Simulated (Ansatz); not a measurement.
# Molybdenum, omega (AlB2-type) under PBE: structure, energy and stiffness, part 2 of 2

What does PBE give for molybdenum in the omega (AlB2-type) structure? We relax it, solve it on a dense k-mesh, then scale the cell to 7 volumes from 88 to 112 % of the relaxed one and try a fit of the equation of state. Spin polarisation is left out. The k-meshes are 8×8×11 for the relaxation; 10×10×16 for the dense run; 10×10×16 for the volumes.

Ansatz 0.2.0; DFT, PBE, plane waves (420 eV) with PAW, scalar-relativistic. The steps go on from the part before.

### 6 Volume × 0.96

File input.yaml:

```yaml
crystal:
  lattice:
    - [4.6054900469, 0.0, 0.0]
    - [-2.3027450235, 3.9884713775, 0.0]
    - [0.0, 0.0, 2.528330235]
  atoms:
    - { symbol: Mo, position: [0.0, 0.0, 1.0] }
    - { symbol: Mo, position: [0.3333333333, 0.6666666667, 0.5] }
    - { symbol: Mo, position: [0.6666666667, 0.3333333333, 0.5] }
hamiltonian:
  xc: pbe
  pseudopotentials:
    kind: paw
    azcp:
      Mo: "pseudopotentials/Mo.paw.azcp"
basis:
  ecutwfc: 420
  fft_grid_basis: typed
kpoints:
  mp_grid: { grid: [10, 10, 16], shift: [0, 0, 0] }
magnetization:
  spin_polarized: false
scf:
  occupations: { method: fermi_dirac, width: 0.1 }
output:
  stress: true
```

The log of the run, shortened:

```text
[...]
Pseudopotentials: kind: paw
Pseudopotential: Mo, paw, valence charge 14, recommended cutoff 420 eV (normal), <dir>
Functional definition: PBE
[...]
Crystal: 3 atoms, lattice volume = 46.443 Å³
Basis set: ecut = 420 eV, 915 PW (Γ)
Bands: 26, of which v1, the nominal top of the filled ones, is band 21 counted from 1 (20 counted from 0)
Symmetry: 24 space group operations
Space group: P6/mmm (ITA 191), of the structure as read, at distance tolerance 3.6e-5 Å
k-points: 126 of 1600
[...]
SCF iter   1: F=—  HF=-14866.874900 eV  |F-HF|=—  |Δ(HF+E_count)|=         —  Δρ=1.16e-2  dr2=1.37e-1  ethr=1.77e-3  ⟨swp⟩=5.0  Hψ=13204  notcnv=0
[...]
SCF iter   7: F=-14866.862054 eV  HF=-14866.862054 eV  |F-HF|=5.09e-10  |Δ(HF+E_count)|=   1.26e-8  Δρ=3.24e-6  dr2=2.06e-9  ethr=2.38e-10  ⟨swp⟩=4.0  Hψ=10319  notcnv=0
[...]
SCF converged after 7 iterations
Free energy (F): -14866.862054 eV
[...]
E sigma→0 (E₀):  -14866.802211 eV
Entropy (-TS):   -0.119686 eV (-39.895 meV/atom)
Fermi energy:    21.148682 eV
[...]
--- Stress (GPa, compression-positive) ---
       10.216309       0.000000       0.000000
        0.000000      10.216309       0.000000
        0.000000       0.000000      11.468506
  P = ⅓ Tr σ = 10.6337 GPa (106.337 kbar)
```

Run time: 8.1 s. Hardware: 1 thread of an x86-64 CPU, shared host; peak memory 0.56 GiB.

### 7 Volume × 1.0

input.yaml: that of step 6 with these lines changed.

```diff
@@ -2,5 +2,5 @@
   lattice:
-    - [4.6054900469, 0.0, 0.0]
-    - [-2.3027450235, 3.9884713775, 0.0]
-    - [0.0, 0.0, 2.528330235]
+    - [4.6685867923, 0.0, 0.0]
+    - [-2.3342933962, 4.0431147619, 0.0]
+    - [0.0, 0.0, 2.5629692001]
   atoms:
```

The log of the run, shortened:

```text
[...]
[... 3 set-up lines as earlier in the session ...]
[...]
Crystal: 3 atoms, lattice volume = 48.378 Å³
Basis set: ecut = 420 eV, 939 PW (Γ)
Bands: 26, of which v1, the nominal top of the filled ones, is band 21 counted from 1 (20 counted from 0)
[... 2 set-up lines as earlier in the session ...]
k-points: 126 of 1600
[...]
SCF iter   1: F=—  HF=-14866.935730 eV  |F-HF|=—  |Δ(HF+E_count)|=         —  Δρ=1.08e-2  dr2=1.25e-1  ethr=1.77e-3  ⟨swp⟩=5.0  Hψ=13144  notcnv=0
[...]
SCF iter   7: F=-14866.924481 eV  HF=-14866.924481 eV  |F-HF|=1.98e-10  |Δ(HF+E_count)|=   2.49e-9  Δρ=2.77e-6  dr2=1.34e-9  ethr=2.38e-10  ⟨swp⟩=4.0  Hψ=10202  notcnv=0
[...]
SCF converged after 7 iterations
Free energy (F): -14866.924481 eV
[...]
E sigma→0 (E₀):  -14866.862439 eV
Entropy (-TS):   -0.124083 eV (-41.361 meV/atom)
Fermi energy:    20.160933 eV
[...]
--- Stress (GPa, compression-positive) ---
        0.117727       0.000000       0.000000
        0.000000       0.117727       0.000000
        0.000000       0.000000      -0.030141
  P = ⅓ Tr σ = 0.0684 GPa (0.684 kbar)
```

Wall time 10 s (1 thread of an x86-64 CPU, shared host); peak memory 0.57 GiB.

### 8 Volume × 1.04

input.yaml: that of step 7 with these lines changed.

```diff
@@ -2,5 +2,5 @@
   lattice:
-    - [4.6685867923, 0.0, 0.0]
-    - [-2.3342933962, 4.0431147619, 0.0]
-    - [0.0, 0.0, 2.5629692001]
+    - [4.7300226112, 0.0, 0.0]
+    - [-2.3650113056, 4.0963197418, 0.0]
+    - [0.0, 0.0, 2.5966963468]
   atoms:
```

The log of the run, shortened:

```text
[...]
[... 3 set-up lines as earlier in the session ...]
[...]
Crystal: 3 atoms, lattice volume = 50.313 Å³
Basis set: ecut = 420 eV, 975 PW (Γ)
Bands: 26, of which v1, the nominal top of the filled ones, is band 21 counted from 1 (20 counted from 0)
[... 1 set-up line as earlier in the session ...]
Space group: P6/mmm (ITA 191), of the structure as read, at distance tolerance 3.7e-5 Å
k-points: 126 of 1600
[...]
SCF iter   1: F=—  HF=-14866.881178 eV  |F-HF|=—  |Δ(HF+E_count)|=         —  Δρ=9.97e-3  dr2=1.11e-1  ethr=1.77e-3  ⟨swp⟩=5.1  Hψ=13118  notcnv=0
[...]
SCF iter   7: F=-14866.871672 eV  HF=-14866.871672 eV  |F-HF|=1.56e-10  |Δ(HF+E_count)|=   9.88e-9  Δρ=2.65e-6  dr2=1.36e-9  ethr=2.38e-10  ⟨swp⟩=4.0  Hψ=9895  notcnv=0
[...]
SCF converged after 7 iterations
Free energy (F): -14866.871672 eV
[...]
E sigma→0 (E₀):  -14866.807254 eV
Entropy (-TS):   -0.128835 eV (-42.945 meV/atom)
Fermi energy:    19.246285 eV
[...]
--- Stress (GPa, compression-positive) ---
       -8.083107      -0.000000       0.000000
       -0.000000      -8.083107       0.000000
        0.000000       0.000000      -9.378264
  P = ⅓ Tr σ = -8.5148 GPa (-85.148 kbar)
```

Wall time 12 s (1 thread of an x86-64 CPU, shared host); peak memory 0.58 GiB.

### 9 Volume × 1.08

input.yaml: that of step 8 with these lines changed.

```diff
@@ -2,5 +2,5 @@
   lattice:
-    - [4.7300226112, 0.0, 0.0]
-    - [-2.3650113056, 4.0963197418, 0.0]
-    - [0.0, 0.0, 2.5966963468]
+    - [4.7899026719, 0.0, 0.0]
+    - [-2.394951336, 4.1481773955, 0.0]
+    - [0.0, 0.0, 2.6295694105]
   atoms:
```

The log of the run, shortened:

```text
[...]
[... 3 set-up lines as earlier in the session ...]
[...]
Crystal: 3 atoms, lattice volume = 52.248 Å³
Basis set: ecut = 420 eV, 1017 PW (Γ)
Bands: 26, of which v1, the nominal top of the filled ones, is band 21 counted from 1 (20 counted from 0)
[... 2 set-up lines as earlier in the session ...]
k-points: 126 of 1600
[...]
SCF iter   1: F=—  HF=-14866.732428 eV  |F-HF|=—  |Δ(HF+E_count)|=         —  Δρ=9.04e-3  dr2=9.34e-2  ethr=1.77e-3  ⟨swp⟩=5.0  Hψ=12814  notcnv=0
[...]
SCF iter   6: F=-14866.725339 eV  HF=-14866.725339 eV  |F-HF|=5.74e-9  |Δ(HF+E_count)|=   1.12e-8  Δρ=4.21e-6  dr2=1.12e-8  ethr=2.38e-10  ⟨swp⟩=4.0  Hψ=10607  notcnv=0
[...]
SCF converged after 6 iterations
Free energy (F): -14866.725339 eV
[...]
E sigma→0 (E₀):  -14866.658408 eV
Entropy (-TS):   -0.133862 eV (-44.621 meV/atom)
Fermi energy:    18.396660 eV
[...]
--- Stress (GPa, compression-positive) ---
      -14.725154       0.000000       0.000000
        0.000000     -14.725154       0.000000
        0.000000       0.000000     -16.966591
  P = ⅓ Tr σ = -15.4723 GPa (-154.723 kbar)
```

It took 8.2 s on 1 thread of an x86-64 CPU, shared host; peak memory 0.58 GiB.

### 10 Volume × 1.12

input.yaml: that of step 9 with these lines changed.

```diff
@@ -2,5 +2,5 @@
   lattice:
-    - [4.7899026719, 0.0, 0.0]
-    - [-2.394951336, 4.1481773955, 0.0]
-    - [0.0, 0.0, 2.6295694105]
+    - [4.8483218766, 0.0, 0.0]
+    - [-2.4241609383, 4.1987699109, 0.0]
+    - [0.0, 0.0, 2.6616404909]
   atoms:
```

The log of the run, shortened:

```text
[...]
[... 3 set-up lines as earlier in the session ...]
[...]
Crystal: 3 atoms, lattice volume = 54.183 Å³
Basis set: ecut = 420 eV, 1071 PW (Γ)
Bands: 26, of which v1, the nominal top of the filled ones, is band 21 counted from 1 (20 counted from 0)
[... 1 set-up line as earlier in the session ...]
Space group: P6/mmm (ITA 191), of the structure as read, at distance tolerance 3.8e-5 Å
k-points: 126 of 1600
[...]
SCF iter   1: F=—  HF=-14866.507760 eV  |F-HF|=—  |Δ(HF+E_count)|=         —  Δρ=8.04e-3  dr2=7.40e-2  ethr=1.77e-3  ⟨swp⟩=5.0  Hψ=12364  notcnv=0
[...]
SCF iter   6: F=-14866.503302 eV  HF=-14866.503302 eV  |F-HF|=4.07e-9  |Δ(HF+E_count)|=   4.15e-8  Δρ=3.66e-6  dr2=8.84e-9  ethr=2.38e-10  ⟨swp⟩=4.0  Hψ=10076  notcnv=0
[...]
SCF converged after 6 iterations
Free energy (F): -14866.503302 eV
[...]
E sigma→0 (E₀):  -14866.433779 eV
Entropy (-TS):   -0.139045 eV (-46.348 meV/atom)
Fermi energy:    17.605261 eV
[...]
--- Stress (GPa, compression-positive) ---
      -20.085073       0.000000       0.000000
        0.000000     -20.085073       0.000000
        0.000000       0.000000     -23.109796
  P = ⅓ Tr σ = -21.0933 GPa (-210.933 kbar)
```

It took 11 s on 1 thread of an x86-64 CPU, shared host; peak memory 0.59 GiB.

### 11 Energy and pressure against volume

All volumes keep the relaxed shape and fractional coordinates.

```tsv
V (Å³/atom)	E − E₀ (meV/atom)	P from the stress (GPa)	P from the fit (GPa)
14.191	212.9	39.61	39.53
14.836	87.4	23.63	23.44
15.481	20.0	10.63	10.44
16.126	-0.1	0.07	-0.12
16.771	18.3	-8.51	-8.70
17.416	68.0	-15.47	-15.68
18.061	142.8	-21.09	-21.37
```

Fit (Birch-Murnaghan, third order): V₀ = 16.118 Å³/atom, B₀ = 238 GPa, B₀′ = 4.2, largest residual 0.07 meV/atom.

The fit is made to E(σ → 0), while the stress belongs to the free energy F; that is one source of the offset between the two pressures.

### 12 What came out

What follows sums up all 2 parts.

| quantity | value |
| --- | --- |
| space group (spins left aside) | P6/mmm (No. 191) |
| conventional cell | a = 4.669 Å, c = 2.563 Å (c/a = 0.549) |
| volume | 16.126 Å³/atom |
| shortest distance | 2.563 Å |
| gap on the mesh | none (levels filled in part) |
| relative to bcc | +403 meV/atom |
| V₀, B₀, B₀′ | 16.118 Å³/atom, 238 GPa, 4.2 |

The relaxation enlarged the cell by 3.5 % in volume. It lies 403 meV/atom above the element's reference form at the same level (bcc, from a run of its own), so it is far from stable. Levels at the Fermi energy are filled in part, as in a metal. The fitted modulus is 238 GPa; letting shape and positions relax at each volume could only lower it. The symmetry was held, so the structure may be unstable against distortions that break it.
